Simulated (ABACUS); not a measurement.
# Tc (Fm-3m) in ABACUS: further runs

The runs below take Tc through single point, with PBE.

All numbers are computed with ABACUS 3.10.1; they aren't measurements. Logs are shortened: lines on timing, memory, paths and dates and some standing lists are left out, and cuts for length are marked.

## 1. Starting point

Symmetry: Fm-3m, No. 225, cubic system. The conventional cell has a = 3.900 Å, b = 3.900 Å, c = 3.900 Å, α = 90.00°, β = 90.00°, γ = 90.00°. Around Tc (site symmetry m-3m) lie 12 Tc at 2.76 Å.

This isn't the form of Tc at room conditions, which is hcp.

## 2. Single point, PBE

File INPUT:

```
INPUT_PARAMETERS
suffix              Tc
calculation         scf
basis_type          lcao
pseudo_dir          ./
orbital_dir         ./
symmetry            1
dft_functional      pbe
ecutwfc             100
pseudo_rcut         10
nspin               1
nbands              12
ks_solver           genelpa
smearing_method     fd
smearing_sigma      0.00367493
scf_thr             1e-07
scf_nmax            100
mixing_type         broyden
mixing_beta         0.7
cal_force           1
cal_stress          1
out_mul             1
```

File STRU:

```
ATOMIC_SPECIES
Tc 97.9072 Tc.upf

NUMERICAL_ORBITAL
Tc_confined-atom_7au_3s2p2d1f.orb

LATTICE_CONSTANT
1.8897261246

LATTICE_VECTORS
0.0000000000 1.9500000000 1.9500000000
1.9500000000 0.0000000000 1.9500000000
1.9500000000 1.9500000000 0.0000000000

ATOMIC_POSITIONS
Direct

Tc
0.0
1
0.0000000000 0.0000000000 0.0000000000 1 1 1
```

File KPT:

```
K_POINTS
0
Gamma
12 12 12 0 0 0
```

Potentials or basis: PseudoDojo NC SR 0.4.1 PBE standard, DZP LCAO (the cutoffs set its grid).

Command:

```sh
$ OMP_NUM_THREADS=1 mpirun -np 4 abacus > log
```

running log:

```text
ABACUS v3.10.1

               Atomic-orbital Based Ab-initio Computation at UStc

 ------------------------------------------------------------------------------------

 READING GENERAL INFORMATION
                           global_out_dir = OUT.Tc/
                           global_in_card = INPUT
                               pseudo_dir = ./
                              orbital_dir = ./
                                    DSIZE = 4
                                    GSIZE = 1

 READING UNITCELL INFORMATION
                                    ntype = 1
                  lattice constant (Bohr) = 1.88973
              lattice constant (Angstrom) = 1

 READING ATOM TYPE 1
                               atom label = Tc
                      L=0, number of zeta = 3
                      L=1, number of zeta = 2
                      L=2, number of zeta = 2
                      L=3, number of zeta = 1
             number of atom for this type = 1

                        TOTAL ATOM NUMBER = 1
DIRECT COORDINATES
    atom                   x                   y                   z     mag                  vx                  vy                  vz
taud_Tc1            0.0000000000        0.0000000000        0.0000000000  0.0000        0.0000000000        0.0000000000        0.0000000000

                          Volume (Bohr^3) = 100.076
                             Volume (A^3) = 14.8297

 Lattice vectors: (Cartesian coordinate: in unit of a_0)
                   +0               +1.95               +1.95
                +1.95                  +0               +1.95
                +1.95               +1.95                  +0
 Reciprocal vectors: (Cartesian coordinate: in unit of 2 pi/a_0)
             -0.25641            +0.25641            +0.25641
             +0.25641            -0.25641            +0.25641
             +0.25641            +0.25641            -0.25641
 The esolver type has been set to : ksdft_lcao

                PAO radial cut off (Bohr) = 10

 Read in pseudopotential file is Tc.upf
                     pseudopotential type = NC
          exchange-correlation functional = PBE
                 nonlocal core correction = 1
                        valence electrons = 15
                                     lmax = 2
                           number of zeta = 4
                     number of projectors = 6
                           L of projector = 0
                           L of projector = 0
                           L of projector = 1
                           L of projector = 1
                           L of projector = 2
                           L of projector = 2
     initial pseudo atomic orbital number = 10

 SETUP THE ELECTRONS NUMBER
            electron number of element Tc = 15
      total electron number of element Tc = 15
            AUTOSET number of electrons:  = 15
                           occupied bands = 8
                                   NLOCAL = 26
                                   NBANDS = 12
                                   NBANDS = 12
                                   NLOCAL = 26

%%%%%%%%%%%%%%%%%%%%%%%%%%%%%%%%%%%%%%%%%%%%%%%%%%%%%%%%%%%%%%%%%%%%%%%%%%%%%%%%%%%%%%%%%%%%%%%%%%%%%%%%%%
 Warning: the number of valence electrons in pseudopotential > 7 for Tc: [Kr] 4d5 5s2
 Pseudopotentials with additional electrons can yield (more) accurate outcomes, but may be less efficient.
 If you're confident that your chosen pseudopotential is appropriate, you can safely ignore this warning.
%%%%%%%%%%%%%%%%%%%%%%%%%%%%%%%%%%%%%%%%%%%%%%%%%%%%%%%%%%%%%%%%%%%%%%%%%%%%%%%%%%%%%%%%%%%%%%%%%%%%%%%%%%

 SETUP THE PLANE WAVE BASIS
 energy cutoff for charge/potential (unit:Ry) = 400
            fft grid for charge/potential = [ 36, 36, 36 ]
                        fft grid division = [ 3, 3, 3 ]
        big fft grid for charge/potential = [ 12, 12, 12 ]
                                     nbxx = 432
                                     nrxx = 11664

 SETUP PLANE WAVES FOR CHARGE/POTENTIAL
                    number of plane waves = 13539
                         number of sticks = 745

 PARALLEL PW FOR CHARGE/POTENTIAL
     PROC   COLUMNS(POT)             PW
        1            186           3384
        2            187           3388
        3            186           3384
        4            186           3383
 --------------- sum -------------------
        4            745          13539
                            number of |g| = 184
                                  max |g| = 36.0289
                                  min |g| = 0.197239

----------- Double Check Mixing Parameters Begin ------------
[... 50 lines left out ...]
                        ROTATION MATRICES = 48
                               nkstot_ibz = 72
K-POINTS REDUCTION ACCORDING TO SYMMETRY
     IBZ    DIRECT_X    DIRECT_Y    DIRECT_Z  WEIGHT  ibz2bz
       1  0.00000000  0.00000000  0.00000000  0.0006       0
       2  0.08333333  0.08333333  0.08333333  0.0046       1
       3  0.16666667  0.16666667  0.16666667  0.0046       2
       4  0.25000000  0.25000000  0.25000000  0.0046       3
       5  0.33333333  0.33333333  0.33333333  0.0046       4
       6  0.41666667  0.41666667  0.41666667  0.0046       5
[... 22 lines left out ...]
      29  0.33333333  0.33333333  0.08333333  0.0139      40
      30  0.41666667  0.41666667  0.16666667  0.0139      41
[... 42 further k points ...]

                               nkstot now = 72
[... K-POINTS DIRECT COORDINATES: 72 rows ...]

           k-point number in this process = 72
       minimum distributed K point number = 72
[... stars of the k points ...]

[... K-POINTS CARTESIAN COORDINATES: 72 rows ...]

[... K-POINTS DIRECT COORDINATES: 72 rows ...]

 SETUP PLANE WAVES FOR WAVE FUNCTIONS
     energy cutoff for wavefunc (unit:Ry) = 100
              fft grid for wave functions = [ 36, 36, 36 ]
                    number of plane waves = 2421
                         number of sticks = 241

 PARALLEL PW FOR WAVE FUNCTIONS
     PROC   COLUMNS(POT)             PW
        1             60            605
        2             60            605
        3             60            605
        4             61            606
 --------------- sum -------------------
        4            241           2421

 SET NONLOCAL PSEUDOPOTENTIAL PROJECTORS
 max number of nonlocal projetors among all species is 6

 -------------------------------------------
 SELF-CONSISTENT
 -------------------------------------------

 SETUP SEARCHING RADIUS FOR PROGRAM TO SEARCH ADJACENT ATOMS
                  longest orb rcut (Bohr) = 7
   longest nonlocal projector rcut (Bohr) = 1.42
                     search radius (Bohr) = 16.8
              searching radius is (Bohr)) = 16.8
         searching radius unit is (Bohr)) = 1.89
                         PeriodicBoundary = 1
                        Radius(unit:lat0) = 8.91
                                   glayer = [ 5, 5, 5 ]
                             glayer_minus = [ 4, 4, 4 ]

Find the coordinate range of the input atom(unit:lat0).
                                  min_tau = [ -15.6, -15.6, -15.6 ]
                                  max_tau = [ 15.6, 15.6, 15.6 ]
                                BoxNumber = [ 9, 9, 9 ]

 SETUP EXTENDED REAL SPACE GRID FOR GRID INTEGRATION
                          real space grid = [ 36, 36, 36 ]
                 big cell numbers in grid = [ 12, 12, 12 ]
             meshcell numbers in big cell = [ 3, 3, 3 ]
                        extended fft grid = [ 20, 20, 20 ]
                dimension of extened grid = [ 53, 53, 53 ]
                            UnitCellTotal = 125
              Atom number in sub-FFT-grid = 1
    Local orbitals number in sub-FFT-grid = 26
                                ParaV.nnr = 23829
                                 init_chg = atomic

 LCAO ALGORITHM --------------- ION=   1  ELEC=   1--------------------------------

 Density error is 0.0370046306586
----------------------------------------------------------
     Energy           Rydberg                 eV
----------------------------------------------------------
 E_KohnSham     -169.6749971870      -2308.5467698770
 E_Harris       -170.8526187693      -2324.5691334839
 E_Fermi        1.6447735976         22.3782928472
----------------------------------------------------------
[... 58 lines left out ...]
 Density error is 5.31886389714e-08
----------------------------------------------------------
     Energy           Rydberg                 eV
----------------------------------------------------------
 E_KohnSham     -169.6815073057      -2308.6353445859
 E_KS(sigma->0) -169.6811433806      -2308.6303931311
 E_Harris       -169.6815089709      -2308.6353672425
 E_band         -4.2432715256        -57.7326709097
 E_one_elec     -25.5088969841       -347.0663486784
 E_Hartree      22.9578018407        312.3569185886
 E_xc           -27.1563463436       -369.4810471350
 E_Ewald        -139.9733379685      -1904.4349644516
 E_entropy(-TS) -0.0007278502        -0.0099029095
 E_descf        0.0000000000         0.0000000000
 E_exx          0.0000000000         0.0000000000
 E_Fermi        1.6119447877         21.9316339745
----------------------------------------------------------

 charge density convergence is achieved
 final etot is -2308.6353446 eV
 EFERMI = 21.931633975 eV

 STATE ENERGY(eV) AND OCCUPATIONS    NSPIN == 1
 1/72 kpoint (Cartesian) = 0.0000 0.0000 0.0000 (414 pws)
       1       -45.0993     0.00115741
       2       -16.4885     0.00115741
       3       -16.4885     0.00115741
       4       -16.4885     0.00115741
       5        14.5434     0.00115741
       6        20.1878     0.00115741
       7        20.1878     0.00115741
       8        20.1878     0.00115741
       9        22.6727    4.23517e-10
      10        22.6727    4.23517e-10
      11        35.9665        0.00000
      12        41.4345        0.00000
[... 57 lines left out ...]
 6/72 kpoint (Cartesian) = 0.10684 0.10684 0.10684 (408 pws)
       1       -44.9189     0.00925926
       2       -17.5569     0.00925926
       3       -16.6301     0.00925926
       4       -16.6301     0.00925926
       5        16.5760     0.00925926
       6        20.1114     0.00925926
       7        20.1114     0.00925926
       8        22.2712    1.04013e-05
       9        24.3006    2.45554e-23
      10        24.3006    2.45554e-23
      11        33.1291        0.00000
      12        36.2325        0.00000

[... levels at 66 further k points ...]

 correction force for each atom along direction 1 is 1.28921e-13
 correction force for each atom along direction 2 is 1.13604e-13
 correction force for each atom along direction 3 is 4.83470e-14
------------------------------------------------------------------------------------------
 TOTAL-FORCE (eV/Angstrom)
------------------------------------------------------------------------------------------
                       Tc1         0.0000000000         0.0000000000         0.0000000000
------------------------------------------------------------------------------------------

----------------------------------------------------------------
 TOTAL-STRESS (KBAR)
----------------------------------------------------------------
       -40.5827910524        -0.0000000000         0.0000000000
        -0.0000000000       -40.5827910524         0.0000000000
        -0.0000000000        -0.0000000000       -40.5827910524
----------------------------------------------------------------
 TOTAL-PRESSURE: -40.582791 KBAR

 --------------------------------------------
 !FINAL_ETOT_IS -2308.6353445858530904 eV
 --------------------------------------------
```

Wall time 2.5 s (4 MPI ranks of INTEL XEON PLATINUM 8581C at 2.30GHz (Emerald Rapids), shared host); peak memory 0.36 GiB.

Results:

* Free energy: -2308.6353 eV
* Pressure: -4.1 GPa
* Band gap on the k mesh: none (metal or under the smearing width)

Levels at points of the mesh, in eV from the Fermi level:
```
           k point  band 6  band 7  band 8  band 9  band 10  band 11
(0.00, 0.00, 0.00)   -1.74   -1.74   -1.74    0.74     0.74    14.03
(0.50, 0.50, 0.50)   -1.91   -1.91    1.13    2.68     2.68    10.36
(0.50, 0.50, 0.00)   -5.18    2.63    3.23    3.23     3.68    12.81
```

Caveat: the atomic orbitals were generated for these runs and aren't a published set; the basis of atomic orbitals isn't converged, which shifts pressures, moduli and gaps.

(Part 1 of 2 ends here.)
